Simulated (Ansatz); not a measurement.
# CoSi: which structure wins at one pressure

Which of rocksalt, CsCl, zincblende, wurtzite has the lowest enthalpy for CoSi at one common pressure? Methods of the runs shown: LAPW. Companion runs by PAW are cited.

Computed with Ansatz 0.2.0 (DFT, PBEsol, all-electron LAPW, scalar-relativistic, unless a step's input says otherwise).

## (1) The structure to begin with

It takes space group Fm-3m (No. 225, cubic). The conventional cell has a = 3.882 Å, b = 3.882 Å, c = 3.882 Å, α = 90.00°, β = 90.00°, γ = 90.00°. Co (site symmetry m-3m) has 6 Si at 1.94 Å as nearest neighbours. Si (site symmetry m-3m) has 6 Co at 1.94 Å as nearest neighbours.

As a file:

```
CELL_PARAMETERS angstrom
0.00000 1.94121 1.94121
1.94121 0.00000 1.94121
1.94121 1.94121 0.00000
ATOMIC_POSITIONS crystal
Co 0.00000 0.00000 0.00000
Si 0.50000 0.50000 0.50000
```

Atoms are numbered in the order of the input: Co1, Si2.

## (2) Rocksalt at the PAW cell, LAPW

Input file input.yaml:

```yaml
crystal:
  lattice:
    - [0.0, 1.9412141696, 1.9412141696]
    - [1.9412141696, 0.0, 1.9412141696]
    - [1.9412141696, 1.9412141696, 0.0]
  atoms:
    - { symbol: Co, position: [0.0, 0.0, 0.0], spin: 1.7 }
    - { symbol: Si, position: [0.5, 0.5, 0.5] }
magnetization:
  spin_polarized: true
kpoints:
  mp_grid: { grid: [17, 17, 17] }
scf:
  occupations: { method: fermi_dirac, width: 0.08 }
hamiltonian:
  xc: pbesol
  pseudopotentials: { kind: all_electron, lapw: { basis_error: 0.0005 } }
output:
  forces: true
  stress: true
  eigenvalues: true
  populations: true
```

Launch:

```bash
ansatz run input.yaml --threads 2 --pin off --max-ram 7168MiB --backend cpu --events-out ev --progress --plain --runs-dir out
```

Log (excerpt; [...] marks lines left out):

```text
Co: projections on atomic orbitals take those of the free atom 1s2 2s2 2p6 3s2 3p6 3d7 4s2, of charge +0.00 (hamiltonian.pseudopotentials.projection_atoms)
Si: projections on atomic orbitals take those of the free atom 1s2 2s2 2p6 3s2 3p2, of charge +0.00 (hamiltonian.pseudopotentials.projection_atoms)
LAPW: plane waves up to 11.446 Å⁻¹, error target 5.0e-4 eV per atom; small_component_spin mean_spin; Si in spheres of 0.901 Å, 12 of its electrons in bands, Dirac shells []; Co in spheres of 1.040 Å, 17 of its electrons in bands, Dirac shells []
[...]
Pseudopotentials: kind: all_electron
Pseudopotential: Co, LAPW, valence charge 17, Koelling and Harmon's equation, gaussian nucleus
Pseudopotential: Si, LAPW, valence charge 12, Koelling and Harmon's equation, gaussian nucleus
Functional definition: PBEsol
[...]
Crystal: 2 atoms, lattice volume = 14.630 Å³
Basis set: ecut = 499.15289355804214 eV, 339 PW (Γ), exchange–correlation at level 2
Bands: 20, of which v1, the nominal top of the filled ones, is band 15 counted from 1 (14 counted from 0)
Symmetry: 48 space group operations
Space group: Fm-3m (ITA 225), of the structure as read, at distance tolerance 2.4e-5 Å
Magnetic group: BNS 225.116 (UNI 1618), of the structure as read, at distance tolerance 2.4e-5 Å
k-points: 165 of 4913
[...]
Starting moments: Σ|m| = 1.7 μB on 1 of 2 sites
[...]
SCF iter   1: F=—  HF=-45757.387910 eV  |F-HF|=—  |Δ(HF+E_count)|=         —  Δρ=1.04e-1 (↑6.87e-2 ↓1.04e-1)  dr2=3.55e-1  dr2_m=9.50e-1  M=0.137 μB ∫|m|=0.143 μB  β_m=0.30  ethr=1.23e-3  ⟨swp⟩=2.0  Hψ=43076  notcnv=0
[...]
the basis was enlarged: its passes take 356.4 KiB over the memory plan, 2 of 2 planned eigensolver slots
[...]
SCF iter  10: F=-45756.999555 eV  HF=-45756.999555 eV  |F-HF|=0.00e0  |Δ(HF+E_count)|=  3.49e-10  Δρ=1.02e-7 (↑6.20e-8 ↓1.02e-7)  dr2=1.67e-12  dr2_m=5.08e-13  M=-0.000 μB ∫|m|=0.000 μB  ethr=1.27e-12 (applied; sched 1.00e-12)  ⟨swp⟩=2.0  Hψ=17069  notcnv=0
[...]
WARN: the starting moments were not kept: the SCF closed with an absolute magnetisation of 6.3e-7 μB, where they sum to 1.7 μB in size (1 site). That is at most 0.1 of that sum. Measured as dr2_m measures the in/out step, that magnetisation stands 5.0e-14 eV from none, at or under the [...]
SCF converged after 10 iterations
Magnetization: -0.0000 μB (14.5000 up, 14.5000 down)
Absolute magnetization: 0.0000 μB (∫|ρ↑−ρ↓|)
Spin contamination: 0.0000 ħ² per cell (⟨S²⟩ above its minimum at these occupations)
Per-site moments (μB) at R_I (Å): [(6.553715792279036e-8, 1.0399691461729919), (-1.8998394413216602e-7, 0.9012449945006628)]
Free energy (F): -45756.999555 eV
[...]
E sigma→0 (E₀):  -45756.992425 eV
Entropy (-TS):   -0.014260 eV (-7.130 meV/atom)
Fermi energy:    28.439528 eV
[...]
--- Forces (eV/Å), atoms counted from 1 ---
  atom   1  Co     0.00000000    -0.00000000     0.00000000
  atom   2  Si    -0.00000000     0.00000000     0.00000000
[...]
--- Stress (GPa, compression-positive) ---
      270.279920       0.000000      -0.000000
        0.000000     270.279920       0.000000
       -0.000000       0.000000     270.279920
  P = ⅓ Tr σ = 270.2799 GPa (2702.799 kbar)
--- Band table (eV; the first three rows and the last of 330) ---
[... band rows left out ...]
[...]
--- Löwdin populations: 2 sites ---
  site symbol       q [e]    m [muB]
     0     Co     26.8438     0.0000
     1     Si     13.9189    -0.0000
  spilling = 0.005788 (of n_electrons = 41.000000)
```

Run time: 45 s. Hardware: 2 threads of Arm Neoverse V1, shared host; peak memory 0.89 GiB.

In short: pressure 270.28 GPa; no gap; the start moments died away.

## (3) CsCl at the PAW cell, LAPW

Edit input.yaml of step 2 so:

```diff
@@ -2,5 +2,5 @@
   lattice:
-    - [0.0, 1.9412141696, 1.9412141696]
-    - [1.9412141696, 0.0, 1.9412141696]
-    - [1.9412141696, 1.9412141696, 0.0]
+    - [2.3825414169, 0.0, 0.0]
+    - [0.0, 2.3825414169, 0.0]
+    - [0.0, 0.0, 2.3825414169]
   atoms:
```

Launch:

```bash
ansatz run input.yaml --threads 2 --pin off --max-ram 7168MiB --backend cpu --events-out ev --progress --plain --runs-dir out
```

Log (excerpt; [...] marks lines left out):

```text
Co: projections on atomic orbitals take those of the free atom 1s2 2s2 2p6 3s2 3p6 3d7 4s2, of charge +0.00 (hamiltonian.pseudopotentials.projection_atoms)
Si: projections on atomic orbitals take those of the free atom 1s2 2s2 2p6 3s2 3p2, of charge +0.00 (hamiltonian.pseudopotentials.projection_atoms)
LAPW: plane waves up to 10.653 Å⁻¹, error target 5.0e-4 eV per atom; small_component_spin mean_spin; Si in spheres of 0.954 Å, 12 of its electrons in bands, Dirac shells []; Co in spheres of 1.109 Å, 17 of its electrons in bands, Dirac shells []
[...]
[... 4 set-up lines as earlier in the session ...]
[...]
Crystal: 2 atoms, lattice volume = 13.525 Å³
Basis set: ecut = 432.3413955042209 eV, 257 PW (Γ), exchange–correlation at level 2
[...]
WARN: the starting moments were not kept: the SCF closed with an absolute magnetisation of 8.6e-7 μB, where they sum to 1.7 μB in size (1 site). That is at most 0.1 of that sum. Measured as dr2_m measures the in/out step, that magnetisation stands 2.3e-13 eV from none, at or under the [...]
SCF converged after 11 iterations
Magnetization: 0.0000 μB (14.5000 up, 14.5000 down)
Absolute magnetization: 0.0000 μB (∫|ρ↑−ρ↓|)
Spin contamination: 0.0000 ħ² per cell (⟨S²⟩ above its minimum at these occupations)
Per-site moments (μB) at R_I (Å): [(7.714552356929971e-7, 1.1088502736480321), (5.361458654817852e-8, 0.9544910882097569)]
Free energy (F): -45759.324323 eV
[...]
E sigma→0 (E₀):  -45759.312563 eV
Entropy (-TS):   -0.023520 eV (-11.760 meV/atom)
Fermi energy:    31.267358 eV
[...]
--- Forces (eV/Å), atoms counted from 1 ---
  atom   1  Co    -0.00000000     0.00000000    -0.00000000
  atom   2  Si    -0.00000000     0.00000000     0.00000000
[...]
--- Stress (GPa, compression-positive) ---
      269.473487      -0.000000       0.000000
       -0.000000     269.473487       0.000000
        0.000000       0.000000     269.473487
  P = ⅓ Tr σ = 269.4735 GPa (2694.735 kbar)
--- Band table (eV; the first three rows and the last of 330) ---
[... band rows left out ...]
[...]
--- Löwdin populations: 2 sites ---
  site symbol       q [e]    m [muB]
     0     Co     26.7819     0.0000
     1     Si     13.8806     0.0000
  spilling = 0.008233 (of n_electrons = 41.000000)
```

Run time: 43 s. Hardware: 2 threads of Arm Neoverse V1, shared host; peak memory 0.8 GiB.

This run gives: pressure 269.47 GPa; no gap; the start moments died away.

## (4) Zincblende at the PAW cell, LAPW

Input file input.yaml:

```yaml
crystal:
  lattice:
    - [0.0, 2.0317526141, 2.0317526141]
    - [2.0317526141, 0.0, 2.0317526141]
    - [2.0317526141, 2.0317526141, 0.0]
  atoms:
    - { symbol: Co, position: [0.0, 0.0, 0.0], spin: 1.7 }
    - { symbol: Si, position: [0.25, 0.25, 0.25] }
magnetization:
  spin_polarized: true
kpoints:
  mp_grid: { grid: [15, 15, 15] }
scf:
  occupations: { method: fermi_dirac, width: 0.08 }
hamiltonian:
  xc: pbesol
  pseudopotentials: { kind: all_electron, lapw: { basis_error: 0.0005 } }
output:
  forces: true
  stress: true
  eigenvalues: true
  populations: true
```

Launch:

```bash
ansatz run input.yaml --threads 2 --pin off --max-ram 7168MiB --backend cpu --events-out ev --progress --plain --runs-dir out
```

Log (excerpt; [...] marks lines left out):

```text
Co: projections on atomic orbitals take those of the free atom 1s2 2s2 2p6 3s2 3p6 3d7 4s2, of charge +0.00 (hamiltonian.pseudopotentials.projection_atoms)
Si: projections on atomic orbitals take those of the free atom 1s2 2s2 2p6 3s2 3p2, of charge +0.00 (hamiltonian.pseudopotentials.projection_atoms)
LAPW: plane waves up to 12.807 Å⁻¹, error target 5.0e-4 eV per atom; small_component_spin mean_spin; Si in spheres of 0.821 Å, 12 of its electrons in bands, Dirac shells []; Co in spheres of 0.939 Å, 23 of its electrons in bands, Dirac shells []
[...]
[... 1 set-up line as earlier in the session ...]
Pseudopotential: Co, LAPW, valence charge 23, Koelling and Harmon's equation, gaussian nucleus
[... 2 set-up lines as earlier in the session ...]
[...]
Crystal: 2 atoms, lattice volume = 16.774 Å³
Basis set: ecut = 624.9315524013865 eV, 609 PW (Γ), exchange–correlation at level 2
[...]
WARN: the starting moments were not kept: the SCF closed with an absolute magnetisation of 3.4e-7 μB, where they sum to 1.7 μB in size (1 site). That is at most 0.1 of that sum. Measured as dr2_m measures the in/out step, that magnetisation stands 2.1e-14 eV from none, at or under the [...]
SCF converged after 10 iterations
Magnetization: -0.0000 μB (17.5000 up, 17.5000 down)
Absolute magnetization: 0.0000 μB (∫|ρ↑−ρ↓|)
Spin contamination: 0.0000 ħ² per cell (⟨S²⟩ above its minimum at these occupations)
Per-site moments (μB) at R_I (Å): [(1.0254566973344481e-7, 0.9385150067911533), (-7.63778631451828e-8, 0.8210343450055594)]
Free energy (F): -45754.152785 eV
[...]
E sigma→0 (E₀):  -45754.147764 eV
Entropy (-TS):   -0.010041 eV (-5.021 meV/atom)
Fermi energy:    23.594286 eV
[...]
--- Forces (eV/Å), atoms counted from 1 ---
  atom   1  Co    -0.00000000     0.00000000    -0.00000000
  atom   2  Si     0.00000000    -0.00000000    -0.00000000
[...]
--- Stress (GPa, compression-positive) ---
      271.050853      -0.000000       0.000000
       -0.000000     271.050853      -0.000000
        0.000000      -0.000000     271.050853
  P = ⅓ Tr σ = 271.0509 GPa (2710.509 kbar)
--- Band table (eV; the first three rows and the last of 240) ---
[... band rows left out ...]
[...]
--- Löwdin populations: 2 sites ---
  site symbol       q [e]    m [muB]
     0     Co     26.9868     0.0000
     1     Si     13.7607    -0.0000
  spilling = 0.006159 (of n_electrons = 41.000000)
```

Wall time 76 s (2 threads of Arm Neoverse V1, shared host); peak memory 0.74 GiB.

In short: pressure 271.05 GPa; no gap; the start moments died away.

## (5) Wurtzite at the PAW cell, LAPW

Input file input.yaml:

```yaml
crystal:
  lattice:
    - [3.1474305456, 0.0, 0.0]
    - [-1.5737152728, 2.7257548091, 0.0]
    - [0.0, 0.0, 3.7574469281]
  atoms:
    - { symbol: Co, position: [0.3333333333, 0.6666666667, -0.061999985], spin: 1.7 }
    - { symbol: Co, position: [0.6666666667, 0.3333333333, 0.438000015], spin: 1.7 }
    - { symbol: Si, position: [0.3333333333, 0.6666666667, 0.437999985] }
    - { symbol: Si, position: [0.6666666667, 0.3333333333, 0.937999985] }
magnetization:
  spin_polarized: true
kpoints:
  mp_grid: { grid: [11, 11, 6] }
scf:
  occupations: { method: fermi_dirac, width: 0.08 }
hamiltonian:
  xc: pbesol
  pseudopotentials: { kind: all_electron, lapw: { basis_error: 0.0005 } }
output:
  forces: true
  stress: true
  eigenvalues: true
  populations: true
```

Launch:

```bash
ansatz run input.yaml --threads 2 --pin off --max-ram 7168MiB --backend cpu --events-out ev --progress --plain --runs-dir out
```

Log (excerpt; [...] marks lines left out):

```text
Co: projections on atomic orbitals take those of the free atom 1s2 2s2 2p6 3s2 3p6 3d7 4s2, of charge +0.00 (hamiltonian.pseudopotentials.projection_atoms)
Si: projections on atomic orbitals take those of the free atom 1s2 2s2 2p6 3s2 3p2, of charge +0.00 (hamiltonian.pseudopotentials.projection_atoms)
LAPW: plane waves up to 12.349 Å⁻¹, error target 5.0e-4 eV per atom; small_component_spin mean_spin; Si in spheres of 0.847 Å, 12 of its electrons in bands, Dirac shells []; Co in spheres of 0.971 Å, 23 of its electrons in bands, Dirac shells []
[...]
[... 4 set-up lines as earlier in the session ...]
[...]
Crystal: 4 atoms, lattice volume = 32.236 Å³
Basis set: ecut = 581.0219988618477 eV, 1023 PW (Γ), exchange–correlation at level 2
[...]
WARN: the starting moments were not kept: the SCF closed with an absolute magnetisation of 3.0e-6 μB, where they sum to 3.4 μB in size (2 sites). That is at most 0.1 of that sum. Measured as dr2_m measures the in/out step, that magnetisation stands 1.5e-12 eV from none, at or under the [...]
Per-site moments (μB) at R_I (Å): [(1.1341158803190865e-6, 0.9705917438226149), (1.1341158803190865e-6, 0.9705917438226149), (-3.6762170196880106e-8, 0.8465781018450159), (-3.6762170196880106e-8, 0.8465781018450159)]
Free energy (F): -91511.494403 eV
[...]
E sigma→0 (E₀):  -91511.474509 eV
Entropy (-TS):   -0.039788 eV (-9.947 meV/atom)
Fermi energy:    25.082629 eV
[...]
--- Forces (eV/Å), atoms counted from 1 ---
  atom   1  Co     0.00000000    -0.00000000     0.00000000
  atom   2  Co    -0.00000000     0.00000000     0.00000000
  atom   3  Si    -0.00000000    -0.00000000     0.00000000
  atom   4  Si    -0.00000000     0.00000000     0.00000000
[...]
--- Stress (GPa, compression-positive) ---
      270.820468      -0.000000       0.000000
        0.000000     270.820468       0.000000
        0.000000       0.000000     270.619026
  P = ⅓ Tr σ = 270.7533 GPa (2707.533 kbar)
--- Band table (eV; the first three rows and the last of 128) ---
[...]
--- Löwdin populations: 4 sites ---
  site symbol       q [e]    m [muB]
     0     Co     26.8780     0.0000
     1     Co     26.8780     0.0000
     2     Si     13.8698     0.0000
     3     Si     13.8698     0.0000
  spilling = 0.006150 (of n_electrons = 82.000000)
```

Wall time 93 s (2 threads of Arm Neoverse V1, shared host); peak memory 1.2 GiB.

This run gives: pressure 270.75 GPa; no gap; the start moments died away.

## (6) Side by side

The PAW rows are taken from companion runs at the same settings.

Enthalpy per atom, H = F + pV at p = 270 GPa, from each method's lowest phase:

```
             method       start  space group, start → end  volume (Å³/atom)  pressure (GPa)  enthalpy (meV/atom)
LAPW, at PAW's cell    rocksalt                     Fm-3m             7.315           270.3               2094.0
LAPW, at PAW's cell        CsCl                     Pm-3m             6.762           269.5                  0.0
LAPW, at PAW's cell  zincblende                     F-43m             8.387           271.1               5324.0
LAPW, at PAW's cell    wurtzite                  P6_3/mmc             8.059           270.8               3973.7
                PAW    rocksalt             Fm-3m → Fm-3m             7.315           270.0               2091.9
                PAW        CsCl             Pm-3m → Pm-3m             6.762           269.9                  0.0
                PAW  zincblende             F-43m → F-43m             8.387           270.0               5315.1
                PAW    wurtzite         P6_3mc → P6_3/mmc             8.059           270.0               3968.3
```

## (7) Outcome

```
     quantity                                 value
     pressure                               270 GPa
lowest (LAPW)  CsCl, 2094.0 meV/atom under rocksalt
 lowest (PAW)  CsCl, 2091.9 meV/atom under rocksalt
```

**Reading.** By LAPW the order is CsCl < rocksalt < wurtzite < zincblende. By PAW the order is CsCl < rocksalt < wurtzite < zincblende. Some starts changed symmetry on relaxing: wurtzite ended as P6_3/mmc. The methods agree on the lowest phase. Only these structures were tried, with electrons smeared by 0.08 eV and without vibrations, so the true ground state may be another. The k meshes differ between phases and weren't tested, which can move differences by some meV.
